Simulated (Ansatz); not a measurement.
**Quasi-harmonic thermodynamics of CaSe (Fm-3m)**

Wanted: α(T), C_P(T) and B(T) of CaSe in the quasi-harmonic approximation.

Measurements to reproduce:
- heat capacity C_P per formula unit 48.1 J/mol/K near room temperature (given in “High-Throughput Prediction of Finite-Temperature Properties using the Quasi-Harmonic Approximation”, 2016, arXiv:1603.06924)

Calculated with Ansatz 0.2.0; DFT LDA, scalar-relativistic, plane waves, PAW, in the first sound run; inputs show where later runs differ.

Report form: the programs' logs are mostly left out.

The database entry behind the starting cell differs from later determinations by our own check (0.1 to 0.3 % short, probably kX units), so it need not match the best structure at ambient conditions.

**1. Starting point**

Symmetry: Fm-3m, No. 225, cubic system. The conventional cell has a = 5.912 Å, b = 5.912 Å, c = 5.912 Å, α = 90.00°, β = 90.00°, γ = 90.00°. Ca has 6 Se at 2.96 Å nearest. Se has 6 Ca at 2.96 Å nearest. Farther neighbours and most contacts between anions are not listed.

**2. Probe on a coarse mesh**

Before spending time, one coarse run tells the gap and the pressure of the starting cell.

input.yaml reads:

```yaml
crystal:
  lattice:
    - [0.0, 2.956, 2.956]
    - [2.956, 0.0, 2.956]
    - [2.956, 2.956, 0.0]
  atoms:
    - { symbol: Ca, position: [0.0, 0.0, 0.0] }
    - { symbol: Se, position: [0.5, 0.5, 0.5] }
kpoints:
  mp_grid: { grid: [6, 6, 6] }
hamiltonian:
  xc: lda
scf:
  occupations: { method: gaussian, width: 0.1 }
output:
  forces: true
  stress: true
  eigenvalues: true
```

Command:

```sh
> ansatz run input.yaml --threads 4 --pin off --max-ram 16384MiB --backend cpu --events-out ev --progress --plain --runs-dir out
```

Wall time 1.6 s (4 threads of Intel Xeon Platinum 8375C at 2.90GHz (Ice Lake), shared host); peak memory 0.36 GiB.

This step gave:

```
pressure          : -3.112 GPa
gap on the k-mesh : 1.875 eV
volume per atom   : 25.83 Å³
```

The start is under -3.1 GPa at this level and looks like an insulator or semiconductor on this mesh.

**3. Finding the static equilibrium**

The vibrations must be taken about the equilibrium of this functional, not about the starting cell, so the structure is relaxed.

input.yaml, the sections that differ from step 2:

```yaml
kpoints:
  mp_grid: { grid: [8, 8, 8] }
scf:
  occupations: { method: gaussian, width: 0.02 }
output:
  forces: true
  stress: true
  eigenvalues: true
  write_density: true
  write_potential: true
  elf: true
  volumetric_format: npy
relax:
  adjacent_minimum: "off"
  f_tol: 0.005
  max_steps: 80
  cell: { stress_tol: 0.05 }
# crystal, hamiltonian: as in step 2
```

It took 3.3 s on 4 threads; peak memory 0.42 GiB.

Relaxation path:

| step | energy less that of the first step (eV) | largest force component (eV/Å) | pressure (GPa) | volume (Å³) |
| --- | --- | --- | --- | --- |
| 1 | 0.0000 | 0.0000 | -3.12 | 51.66 |
| 2 | -0.0269 | 0.0000 | 1.49 | 47.37 |
| 3 | -0.0321 | 0.0000 | -0.14 | 48.67 |
| 4 | -0.0322 | 0.0000 | -0.01 | 48.56 |
| 5* | -0.0319 | 0.0000 | -0.01 | 48.56 |

Relaxation steps marked * repeat the geometry before them on a plane-wave basis chosen anew for their cell, so energy and pressure can jump there.

The run keeps the 48 symmetry operations that it works with, so distortions that break them were not tested.

| conventional cell, symmetrised | before | after | change |
| --- | --- | --- | --- |
| a (Å) | 5.912 | 5.791 | -2.0 % |
| b (Å) | 5.912 | 5.791 | -2.0 % |
| c (Å) | 5.912 | 5.791 | -2.0 % |
| volume (Å³/atom) | 25.83 | 24.28 | -6.0 % |

The relaxed structure:

```xyz
2
Lattice="0.0000 2.8956 2.8956 2.8956 0.0000 2.8956 2.8956 2.8956 0.0000" Properties=species:S:1:pos:R:3 pbc="T T T"
Ca    0.0000    0.0000    0.0000
Se    2.8956    2.8956    2.8956
```

Numbers from this step:

| Item | Value |
| --- | --- |
| pressure | -0.006782 GPa |
| gap on the k-mesh | 1.715 eV |
| volume per atom | 24.28 Å³ |

ELF in the ac plane of the conventional cell at fractional y = 0.000, with atoms of Ca and Se within 0.2 Å of it. It is the smooth field of the valence electrons, not physical close to the nuclei.

Ten even steps from '0' (0.06) to '9' (0.84), each cell a mean:
```
9961598437982399
9830589889971169
4200378999851013
2210135565420112
8863000110002578
9986103675104899
6898228999505997
1698249999716983
3798239999615984
8997116998305898
9985101342003789
6542011222101355
1000257888630001
7510489999861036
9950599768982289
9971698316982499
```
Columns run along a (5.8 Å), rows up along c (5.8 Å), edges of the conventional cell, whose origin can differ from the input's. Atoms in or near the plane, at fractional coordinates: Ca at (0.00, 0.00), Ca at (0.50, 0.50), Se at (0.50, 0.00), Se at (0.00, 0.50).

Electrostatic potential energy in the ac plane of the conventional cell at fractional y = 0.000, with atoms of Ca and Se within 0.2 Å of it. With pseudopotentials it is smooth inside the atoms' cores, unlike the true potential.

Ten even steps from '0' (-56 eV) to '9' (11 eV), each cell a mean:
```
0269986887799840
4589997666899874
7899999888999988
9999999999999999
9999999999999999
7799998667899987
7679985214799867
8779974001699868
8779984002699868
6689987445899976
8899998878999998
9999999999999999
9999999999999999
6789998777999986
1479986776799852
0169986887799740
```
Columns run along a (5.8 Å; values clipped at the 3rd and 97th percentile), rows up along c (5.8 Å), edges of the conventional cell, whose origin can differ from the input's. Atoms in or near the plane, at fractional coordinates: Ca at (0.00, 0.00), Ca at (0.50, 0.50), Se at (0.50, 0.00), Se at (0.00, 0.50).

Valence density in the ac plane of the conventional cell at fractional y = 0.000, with atoms of Ca and Se within 0.2 Å of it. It is the smooth field of the valence electrons, not physical close to the nuclei.

Ten steps, logarithmic in the rise over the least value, from '0' (0 e/Å³) to '9' (32 e/Å³), each cell a mean:
```
6520024896210146
4310012453100024
1100001221100001
0000000010000000
1100000000000001
3210001232000112
7421013554200136
9731014665301259
9621014665200248
5310002443100124
2110000111000012
1000000000000000
0000000111000000
3200011232100012
5420013674210135
6530125997310146
```
Columns run along a (5.8 Å), rows up along c (5.8 Å), edges of the conventional cell, whose origin can differ from the input's. Atoms in or near the plane, at fractional coordinates: Ca at (0.00, 0.00), Ca at (0.50, 0.50), Se at (0.50, 0.00), Se at (0.00, 0.50).

The relaxation ends with a pressure of -0.01 GPa.

**4. Tight relaxation**

The relaxation is repeated with tighter thresholds on force and stress, since phonons are sensitive to what is left; a change of mesh or smearing in the input moves the cell too.

input.yaml, the sections that differ from step 3:

```yaml
crystal:
  lattice:
    - [0.0, 2.8956489102, 2.8956489102]
    - [2.8956489102, 0.0, 2.8956489102]
    - [2.8956489102, 2.8956489102, 0.0]
  atoms:
    - { symbol: Ca, position: [0.0, 0.0, 0.0] }
    - { symbol: Se, position: [0.5, 0.5, 0.5] }
scf:
  occupations: { method: fixed }
relax:
  adjacent_minimum: "off"
  f_tol: 0.001
  max_steps: 60
  cell: { stress_tol: 0.01 }
# kpoints, hamiltonian, output: as in step 3
```

Elapsed: 0.87 s, on 4 threads; peak memory 0.39 GiB; 2.6 s of CPU time.

Little changed from the start: no atom moved by 0.005 Å and no cell edge by 0.1 %.

Numbers from this step:

| Item | Value |
| --- | --- |
| pressure | -0.006785 GPa |

Valence density in the ac plane of the conventional cell at fractional y = 0.000, with atoms of Ca and Se within 0.2 Å of it. It is the smooth field of the valence electrons, not physical close to the nuclei.

Ten steps, logarithmic in the rise over the least value, from '_' (0 e/Å³) to '@' (32 e/Å³), each cell a mean:
```
**++::____::==%%@@**::..__..==**
==--..____..::==++--..______::==
....________..::::....________..
________________..______________
....__________________________..
--::..______..::--::______....::
##==::..__..--++++==::____..--**
@@##--..__..==****++--__..::++@@
@@**::..__..==****++::____::==%%
++--..______::====--..____..::==
::....________......________..::
..______________________________
______________......____________
--::______....::--::..______..::
++==::____..--**##==::..__..--++
**++--__..::++@@@@##--..__..==**
```
Columns run along a (5.8 Å), rows up along c (5.8 Å), edges of the conventional cell, whose origin can differ from the input's. Atoms in or near the plane, at fractional coordinates: Ca at (0.00, 0.00), Ca at (0.50, 0.50), Se at (0.50, 0.00), Se at (0.00, 0.50).

Electrostatic potential energy in the ac plane of the conventional cell at fractional y = 0.000, with atoms of Ca and Se within 0.2 Å of it. With pseudopotentials it is smooth inside the atoms' cores, unlike the true potential.

Values in eV, 16 rows by 16 columns, each cell a mean:
```
-54 -38 -10   5   8   0 -10  -2   1  -7  -7   6   7  -1 -24 -51
-29 -16  -1   7   9   6  -6 -10  -9  -9   1   9   9   4  -8 -24
 -2   2   6   9  11  10   6   0  -1   3   9  11  10   8   4  -1
  7   8  10  11  11  11   9   8   8   9  10  11  11  10   9   7
  6   8  10  11  11   9   7   5   4   6   8  10  11  11   9   6
 -8  -3   6  10  10   6  -1 -10 -12  -5   4   8  10   9   1  -7
 -5 -10  -3   8   8   2 -16 -38 -43 -26  -5   6   9   3  -9  -7
  3  -5  -8   6   7  -2 -29 -54 -56 -43 -12   4   8  -1  -9   1
  1  -7  -7   6   7  -1 -24 -51 -54 -38 -10   5   8   0 -10  -2
 -9  -9   1   9   9   4  -8 -24 -29 -16  -1   7   9   6  -6 -10
 -1   3   9  11  10   8   4  -1  -2   2   6   9  11  10   6   0
  8   9  10  11  11  10   9   7   7   8  10  11  11  11   9   8
  4   6   8  10  11  11   9   6   6   8  10  11  11   9   7   5
-12  -5   4   8  10   9   1  -7  -8  -3   6  10  10   6  -1 -10
-43 -26  -5   6   9   3  -9  -7  -5 -10  -3   8   8   2 -16 -38
-56 -43 -12   4   8  -1  -9   1   3  -5  -8   6   7  -2 -29 -54
```
Columns run along a (5.8 Å; values clipped at the 3rd and 97th percentile), rows up along c (5.8 Å), edges of the conventional cell, whose origin can differ from the input's. Atoms in or near the plane, at fractional coordinates: Ca at (0.00, 0.00), Ca at (0.50, 0.50), Se at (0.50, 0.00), Se at (0.00, 0.50).

ELF in the ac plane of the conventional cell at fractional y = 0.000, with atoms of Ca and Se within 0.2 Å of it. It is the smooth field of the valence electrons, not physical close to the nuclei.

Ten even steps from '_' (0.06) to '@' (0.84), each cell a mean:
```
@@@@**..++@@%%==--##@@%%::--@@@@
@@%%--__++%%@@%%%%@@@@##....**@@
==::____--##%%@@@@@@%%++..__..--
::::..__..--++++**++==::__....::
%%%%**--______....______::++##%%
@@@@%%**..__--**##++..__==%%@@@@
**%%@@%%::::%%@@@@@@++__++@@@@##
..**@@%%::==@@@@@@@@##..**@@%%--
--##@@%%::--@@@@@@@@**..++@@%%==
%%@@@@##....**@@@@%%--__++%%@@%%
@@@@%%++..__..--==::____--##%%@@
**++==::__....::::::..__..--++++
..______::++##%%%%%%**--______..
##++..__==%%@@@@@@@@%%**..__--**
@@@@++__++@@@@##**%%@@%%::::%%@@
@@@@##..**@@%%--..**@@%%::==@@@@
```
Columns run along a (5.8 Å), rows up along c (5.8 Å), edges of the conventional cell, whose origin can differ from the input's. Atoms in or near the plane, at fractional coordinates: Ca at (0.00, 0.00), Ca at (0.50, 0.50), Se at (0.50, 0.00), Se at (0.00, 0.50).

The residual pressure is -0.0068 GPa, small enough for phonons.

**5. The quasi-harmonic study, functional LDA, q-mesh 2×2×2**

The study relaxes the crystal at several strains, solves the phonons on some of them and minimises the free energy at each temperature (static energy, vibrations, the electrons in a metal, and PV under a set pressure); the q-mesh sets how far the force constants reach.

input.yaml, the sections that differ from step 4:

```yaml
output:
  eigenvalues: true
phonons:
  method: dfpt
  qmesh: [2, 2, 2]
  temperatures: { t_max: 800.0, t_step: 50 }
  thermal_expansion: {}
# crystal, kpoints, hamiltonian, scf: as in step 4
# relax: removed
```

Elapsed: 89 s, on 4 threads; peak memory 0.78 GiB; 5.3 min of CPU time.

Numbers from this step:

```
pressure                                         : -0.006970 GPa
volume expansion coefficient at 298 K            : 43.57 1e-6/K
C_P at 298 K                                     : 24.17 J/mol-atom/K
entropy at 298 K                                 : 34.51 J/mol-atom/K
isothermal bulk modulus at 298 K                 : 53.84 GPa
Grüneisen parameter at 298 K                     : 1.466
volume at 298 K                                  : 24.62 Å³/atom
principal linear expansion coefficients at 298 K : 14.52, 14.52, 14.52 1e-6/K
```

Strained cells of the study; zero-point energy where phonons were solved; the pressures are stresses at a fixed cutoff and can carry an offset from the finite basis. Expansion cells, by row:

| cell | \|a\| (Å) | \|b\| (Å) | \|c\| (Å) | V (Å³/atom) | E - E_lowest (meV/atom) | pressure, compression positive (GPa) | gap (eV) | zero-point energy (meV/atom) |
| --- | --- | --- | --- | --- | --- | --- | --- | --- |
| 1 | 4.095 | 4.095 | 4.095 | 24.28 | 0 | -0.015 | 1.715 | - |
| 2 | 4.128 | 4.128 | 4.128 | 24.87 | 2.461 | -1.317 | 1.78 | - |
| 3 | 4.063 | 4.063 | 4.063 | 23.71 | 2.496 | 1.423 | 1.646 | - |
| 4 | 4.095 | 4.095 | 4.095 | 24.28 | 0 | -0.019 | 1.715 | 29.26 |
| 5 | 4.116 | 4.116 | 4.116 | 24.65 | 0.986 | -0.849 | 1.757 | 28.57 |
| 6 | 4.142 | 4.142 | 4.142 | 25.12 | 4.938 | -1.83 | 1.807 | 27.71 |
| 7 | 4.165 | 4.165 | 4.165 | 25.55 | 10.93 | -2.64 | 1.85 | 26.95 |
| 8 | 4.055 | 4.055 | 4.055 | 23.57 | 3.915 | 1.803 | 1.628 | - |
| 9 | 4.075 | 4.075 | 4.075 | 23.92 | 0.954 | 0.864 | 1.673 | - |
| 10 | 4.199 | 4.199 | 4.199 | 26.17 | 23.15 | -3.684 | 1.907 | - |

Quasi-harmonic; a, b, c are the run's own cell vectors. Expansion, by row:

| T (K) | a (Å) | b (Å) | c (Å) | alpha (deg) | beta (deg) | gamma (deg) | cell volume (Å³/cell) | alpha_a (1e-6/K) | alpha_b (1e-6/K) | alpha_c (1e-6/K) | alpha_V (1e-6/K) | C_P (J/mol-atom/K) | C_V (J/mol-atom/K) | S (J/mol-atom/K) | B_T (GPa) | B_S (GPa) | Grueneisen | extrapolation | fit error (1e-6/K) |
| --- | --- | --- | --- | --- | --- | --- | --- | --- | --- | --- | --- | --- | --- | --- | --- | --- | --- | --- | --- |
| 0 | 4.102 | 4.102 | 4.102 | 60 | 60 | 60 | 48.81 | 0 | 0 | 0 | 0 | 0 | 0 | 0 | 56.47 | 56.47 | - | 0 | 0 |
| 50 | 4.102 | 4.102 | 4.102 | 60 | 60 | 60 | 48.82 | 3.35 | 3.35 | 3.35 | 10.05 | 7.219 | 7.215 | 2.952 | 56.41 | 56.44 | 1.155 | 0 | 0 |
| 100 | 4.104 | 4.104 | 4.104 | 60 | 60 | 60 | 48.87 | 9.21 | 9.21 | 9.21 | 27.63 | 16.67 | 16.61 | 11.26 | 56.02 | 56.24 | 1.372 | 0 | 0 |
| 150 | 4.106 | 4.106 | 4.106 | 60 | 60 | 60 | 48.95 | 11.93 | 11.93 | 11.93 | 35.8 | 20.72 | 20.56 | 18.9 | 55.51 | 55.94 | 1.424 | 0 | 0 |
| 200 | 4.109 | 4.109 | 4.109 | 60 | 60 | 60 | 49.04 | 13.25 | 13.25 | 13.25 | 39.76 | 22.58 | 22.32 | 25.15 | 54.96 | 55.6 | 1.446 | 0 | 0.01 |
| 250 | 4.111 | 4.111 | 4.111 | 60 | 60 | 60 | 49.14 | 14.02 | 14.02 | 14.02 | 42.06 | 23.58 | 23.22 | 30.3 | 54.4 | 55.23 | 1.458 | 0 | 0.01 |
| 298.1 | 4.114 | 4.114 | 4.114 | 60 | 60 | 60 | 49.24 | 14.52 | 14.52 | 14.52 | 43.57 | 24.17 | 23.72 | 34.51 | 53.84 | 54.87 | 1.466 | 0 | 0.01 |
| 300 | 4.114 | 4.114 | 4.114 | 60 | 60 | 60 | 49.24 | 14.54 | 14.54 | 14.54 | 43.62 | 24.19 | 23.73 | 34.66 | 53.82 | 54.86 | 1.467 | 0 | 0.01 |
| 350 | 4.117 | 4.117 | 4.117 | 60 | 60 | 60 | 49.35 | 14.94 | 14.94 | 14.94 | 44.81 | 24.61 | 24.05 | 38.42 | 53.24 | 54.47 | 1.474 | 0 | 0.01 |
| 400 | 4.12 | 4.12 | 4.12 | 60 | 60 | 60 | 49.47 | 15.27 | 15.27 | 15.27 | 45.8 | 24.92 | 24.26 | 41.73 | 52.65 | 54.07 | 1.48 | 0 | 0.01 |
| 450 | 4.124 | 4.124 | 4.124 | 60 | 60 | 60 | 49.58 | 15.56 | 15.56 | 15.56 | 46.69 | 25.17 | 24.41 | 44.68 | 52.05 | 53.67 | 1.486 | 0 | 0.01 |
| 500 | 4.127 | 4.127 | 4.127 | 60 | 60 | 60 | 49.7 | 15.84 | 15.84 | 15.84 | 47.52 | 25.38 | 24.51 | 47.34 | 51.44 | 53.27 | 1.492 | 0 | 0.01 |
| 550 | 4.13 | 4.13 | 4.13 | 60 | 60 | 60 | 49.82 | 16.1 | 16.1 | 16.1 | 48.31 | 25.57 | 24.59 | 49.77 | 50.83 | 52.85 | 1.498 | 0 | 0.02 |
| 600 | 4.133 | 4.133 | 4.133 | 60 | 60 | 60 | 49.94 | 16.37 | 16.37 | 16.37 | 49.1 | 25.74 | 24.64 | 52 | 50.21 | 52.43 | 1.504 | 0 | 0.03 |
| 650 | 4.137 | 4.137 | 4.137 | 60 | 60 | 60 | 50.06 | 16.63 | 16.63 | 16.63 | 49.89 | 25.9 | 24.69 | 54.07 | 49.58 | 52.01 | 1.51 | 0 | 0.03 |
| 700 | 4.14 | 4.14 | 4.14 | 60 | 60 | 60 | 50.19 | 16.89 | 16.89 | 16.89 | 50.68 | 26.06 | 24.73 | 55.99 | 48.95 | 51.58 | 1.516 | 0 | 0.03 |
| 750 | 4.144 | 4.144 | 4.144 | 60 | 60 | 60 | 50.32 | 17.16 | 17.16 | 17.16 | 51.49 | 26.21 | 24.75 | 57.8 | 48.3 | 51.14 | 1.522 | 0 | 0.03 |
| 800 | 4.147 | 4.147 | 4.147 | 60 | 60 | 60 | 50.45 | 17.44 | 17.44 | 17.44 | 52.33 | 26.36 | 24.78 | 59.49 | 47.65 | 50.7 | 1.529 | 0 | 0.03 |

Expansion coefficient against temperature; values in 1e-6/K:

| temperature (K) | volume | principal 1 |
| --- | --- | --- |
| 0 | 0 | 0 |
| 50 | 10.1 | 3.35 |
| 100 | 27.6 | 9.21 |
| 150 | 35.8 | 11.9 |
| 200 | 39.8 | 13.2 |
| 250 | 42.1 | 14.0 |
| 298 | 43.6 | 14.5 |
| 300 | 43.6 | 14.5 |
| 350 | 44.8 | 14.9 |
| 400 | 45.8 | 15.3 |
| 450 | 46.7 | 15.6 |
| 500 | 47.5 | 15.8 |
| 550 | 48.3 | 16.1 |
| 600 | 49.1 | 16.4 |
| 650 | 49.9 | 16.6 |
| 700 | 50.7 | 16.9 |
| 750 | 51.5 | 17.2 |
| 800 | 52.3 | 17.4 |

At 298 K the volume expansion is 43.6 × 10⁻⁶/K and B_T is 53.8 GPa. The log warns that this q-mesh is too narrow, so the figure can be far off. The program raised the cutoff to 487.2 eV by itself: with no cutoff typed, the study takes about 1.16 times the default for its relaxations and scales it with the volume for the phonons.

(Continued in part 2 of 2.)

[Logs are printed without paths, hosts, clocks, repeated set-up lines and the standing remarks that a program may print on its own settings, such as how far it seeks lower states.]

[Hosts, paths, dates, database ids (printed as entryN), source tags and the programs' standing remarks are cut or masked in the printed files.]

[A step with changed settings may run another functional than the one named; its input shows which.]
